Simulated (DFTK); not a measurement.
Slab: WS2, a slab with vacuum.

```
W S
1.0
     3.18352    0.00000    0.00000
    -1.59176    2.75701    0.00000
     0.00000    0.00000   16.95058
W S
1 2
Direct
  0.00000 0.00000 0.00000
  0.33333 0.66667 0.09200
  0.33333 0.66667 0.90800
```

| Property | Result |
| --- | --- |
| Program | DFTK 0.8.2 |
| Task | single point |
| Functional | PBEsol |
| Potentials or basis | dojo.nc.sr.pbesol.v0_4_1.standard.upf (PBEsol) |
| Cutoff | 1007 eV |
| k mesh | 10 × 10 × 2 |
| Occupations | fermi-dirac, width 0.05 eV |
| Spin | no spin polarisation |

On this cell: largest force 0.124 eV/Å; band gap on the k mesh 1.98 eV, indirect (least direct gap 2.15 eV).

The same run follows on a disturbed copy (atoms moved at random, drawn with an rms of 0.05 Å):

```xyz
3
Lattice="3.1835 0.0000 0.0000 -1.5918 2.7570 0.0000 0.0000 0.0000 16.9506" Properties=species:S:1:pos:R:3 pbc="T T T"
W    -0.0087    0.0026   -0.0399
S     0.0322    1.8182    1.5743
S     0.0073    1.8154   15.4044
```

Task: What does the disturbed cell give?

Result: The energy moves by +20.7 meV/atom; largest force 1.878 eV/Å; band gap on the k mesh 1.91 eV, indirect (least direct gap 2.12 eV).

Forces in eV/Å, atoms in the order of the input:
```
W    0.567 -0.508  1.716
S   -0.368  0.204 -0.929
S   -0.199  0.304 -0.788
```

Stress tensor (GPa, compression positive):
```
-1.47  0.18 -0.32
 0.18 -1.10 -0.14
-0.32 -0.14 -0.35
```

Caveats: spin-orbit coupling is left out, which moves the levels of the heavy elements.

A k mesh can miss the band edges.
